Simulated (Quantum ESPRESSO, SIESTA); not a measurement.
This is a calculation of NaF (Villiaumite) for Quantum ESPRESSO 7.5. 

File pw.in:

```
&CONTROL
  calculation = 'scf'
  prefix = 'pwscf'
  outdir = './tmp'
  pseudo_dir = './pseudo'
  tprnfor = .true.
  tstress = .true.
  disk_io = 'low'
/
&SYSTEM
  ibrav = 0
  nat = 2
  ntyp = 2
  ecutwfc = 45
  ecutrho = 360
  nbnd = 14
  occupations = 'smearing'
  smearing = 'fd'
  degauss = 0.00367493
/
&ELECTRONS
  conv_thr = 4d-10
  electron_maxstep = 120
  mixing_beta = 0.5
/
ATOMIC_SPECIES
Na    22.9898 na_pbesol_v1.5.uspp.F.UPF
F     18.9984 f_pbesol_v1.4.uspp.F.UPF
CELL_PARAMETERS angstrom
   0.0000000000    2.3200000000    2.3200000000
   2.3200000000    0.0000000000    2.3200000000
   2.3200000000    2.3200000000    0.0000000000
ATOMIC_POSITIONS crystal
Na     0.0000000000    0.0000000000    0.0000000000
F      0.5000000000    0.5000000000    0.5000000000
K_POINTS automatic
10 10 10 0 0 0
```

The input pp_density.in:

```
&INPUTPP
  prefix = 'pwscf'
  outdir = './tmp'
  filplot = 'density.dat'
  plot_num = 0
/
&PLOT
  nfile = 1
  filepp(1) = 'density.dat'
  iflag = 3
  output_format = 6
  fileout = 'density.cube'
/
```

The input pp_potential.in:

```
&INPUTPP
  prefix = 'pwscf'
  outdir = './tmp'
  filplot = 'potential.dat'
  plot_num = 11
/
&PLOT
  nfile = 1
  filepp(1) = 'potential.dat'
  iflag = 3
  output_format = 6
  fileout = 'potential.cube'
/
```

Potentials or basis: GBRV 1.5 PBEsol.

Command:

```sh
$ OMP_NUM_THREADS=1 mpirun -n 2 pw.x -nk 2 -in pw.in > pw.out
$ OMP_NUM_THREADS=1 mpirun -n 1 pp.x -in pp_density.in > pp_density.out
$ OMP_NUM_THREADS=1 mpirun -n 1 pp.x -in pp_potential.in > pp_potential.out
```

**Question.** Set up the same calculation for SIESTA 5.4.2. Potentials or basis there: files PseudoDojo sr-pbesol-0.4.1-standard, DZP (energy shift 0.003 Ry; two zetas on semicore shells).

**Answer.** As run (cutoffs and basis follow the program's own potentials, and thresholds, step limits or extra output files can differ):

Contents of NaF.fdf:

```
SystemName                      Villiaumite
SystemLabel                     NaF
NumberOfSpecies                 2
NumberOfAtoms                   2
%block ChemicalSpeciesLabel
  1  11 Na
  2   9 F
%endblock ChemicalSpeciesLabel

LatticeConstant                 1.0 Ang
%block LatticeVectors
     0.0000000000     2.3200000000     2.3200000000
     2.3200000000     0.0000000000     2.3200000000
     2.3200000000     2.3200000000     0.0000000000
%endblock LatticeVectors
AtomicCoordinatesFormat         Fractional
%block AtomicCoordinatesAndAtomicSpecies
     0.0000000000     0.0000000000     0.0000000000  1  Na
     0.5000000000     0.5000000000     0.5000000000  2  F
%endblock AtomicCoordinatesAndAtomicSpecies

%block kgrid.MonkhorstPack
   10   0   0  0.0
    0  10   0  0.0
    0   0  10  0.0
%endblock kgrid.MonkhorstPack
XC.Functional                   GGA
XC.Authors                      PBEsol
PAO.BasisSize                   DZP
PAO.EnergyShift                 0.003 Ry
Mesh.Cutoff                     800 Ry
OccupationFunction              FD
ElectronicTemperature           0.05 eV
MaxSCFIterations                120
SCF.MustConverge                false
SCF.Mixer.Method                Pulay
SCF.Mixer.Weight                0.25
SCF.Mixer.History               8
SCF.DM.Tolerance                5.0e-05
SCF.H.Tolerance                 1.0e-03 eV
WriteForces                     true
Charge.Mulliken                 end
Charge.Hirshfeld                end
Charge.Voronoi                  end
SaveRho                         true
SaveElectrostaticPotential      true
%block PAO.Basis
  Na 4
  n=2 0 2
    2.925 0.000
  n=3 0 2
    9.500 0.000
  n=2 1 2
    3.442 0.000
  n=3 1 1
    9.500
%endblock PAO.Basis
```

Potentials or basis: PseudoDojo 0.4 standard (PBEsol files), converted to PSML, two zetas on semicore shells, DZP (energy shift 0.003 Ry; two zetas on semicore shells).

The run is started by

```bash
$ siesta < NaF.fdf > NaF.out 2>&1
```

Both were run:

|  | Quantum ESPRESSO | SIESTA |
| --- | --- | --- |
| Pressure | 0.2 GPa | -0.7 GPa |

Pressure is positive in compression.
